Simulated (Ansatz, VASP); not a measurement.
**Bi in VASP and in Ansatz**

INCAR

```
SYSTEM = Bi
PREC = Accurate
ENCUT = 520
EDIFF = 1E-7
ISMEAR = 0
SIGMA = 0.1
LREAL = .FALSE.
LASPH = .TRUE.
NELM = 100
ALGO = Fast
ISIF = 2
LWAVE = .FALSE.
LCHARG = .TRUE.
GGA = PS
LELF = .TRUE.
LVHAR = .TRUE.
NBANDS = 70
```

KPOINTS

```
Automatic mesh
0
G
  4 4 4
  0 0 0
```

The input POSCAR:

```
Bi
1.0
    5.5400620000     -3.4040555000      0.0000000000
    5.5400620000      3.4040555000      0.0000000000
    0.0000000000      0.0000000000      6.9039310000
Bi
8
Direct
    0.7039960000      0.7039960000      0.5000000000
    0.2039960000      0.2039960000      0.0000000000
    0.2960040000      0.2960040000      0.5000000000
    0.7960040000      0.7960040000      0.0000000000
    0.6668870000      0.3331130000      0.8330330000
    0.3331130000      0.6668870000      0.1669670000
    0.8331130000      0.1668870000      0.3330330000
    0.1668870000      0.8331130000      0.6669670000
```

Input for Ansatz:

```yaml
crystal:
  lattice:
    - [5.540062, -3.4040555, 0.0]
    - [5.540062, 3.4040555, 0.0]
    - [0.0, 0.0, 6.903931]
  atoms:
    - { symbol: Bi, position: [0.703996, 0.703996, 0.5] }
    - { symbol: Bi, position: [0.203996, 0.203996, 0.0] }
    - { symbol: Bi, position: [0.296004, 0.296004, 0.5] }
    - { symbol: Bi, position: [0.796004, 0.796004, 0.0] }
    - { symbol: Bi, position: [0.666887, 0.333113, 0.833033] }
    - { symbol: Bi, position: [0.333113, 0.666887, 0.166967] }
    - { symbol: Bi, position: [0.833113, 0.166887, 0.333033] }
    - { symbol: Bi, position: [0.166887, 0.833113, 0.666967] }
basis:
  ecutwfc: 420
kpoints:
  mp_grid: { grid: [4, 4, 4] }
hamiltonian:
  xc: pbesol
scf:
  occupations: { method: gaussian, width: 0.1 }
  lower_state_search: "off"
output:
  forces: true
  stress: true
  eigenvalues: true
```

Alike in both runs: task single point; functional PBEsol; k mesh 4 × 4 × 4; occupations gaussian, width 0.1 eV; no spin polarisation.

|  | VASP | Ansatz |
| --- | --- | --- |
| version | VASP 6.6.1 | Ansatz 0.2.0 |
| potentials or method | VASP PAW PBE potentials, release 64 (Bi_d) | scalar-relativistic, plane waves, PAW |
| plane-wave cutoff (eV) | 520 | 420 |
| valence electrons in the cell | 120 | 120 |

```csv
,VASP,Ansatz,Ansatz less VASP
gap on the k mesh at the Fermi level (eV),none,none,-
pressure (GPa),-2.6,-2.5,+0.06
largest component of the traceless stress (GPa),0.36,0.36,0.000
rms of the force components (eV/Å),0.030,0.030,+0.0002
```

Atom by atom the forces differ by 0.000 eV/Å (rms over components). A gap of «none» marks a metal or a gap that the smearing closes. The functional is the same, so the differences come from potentials, cutoffs and numerics.

Caveats: the PAW data sets were made with another functional, which shifts forces and pressure a little (VASP); spin-orbit coupling is left out, which moves the levels of the heavy elements.
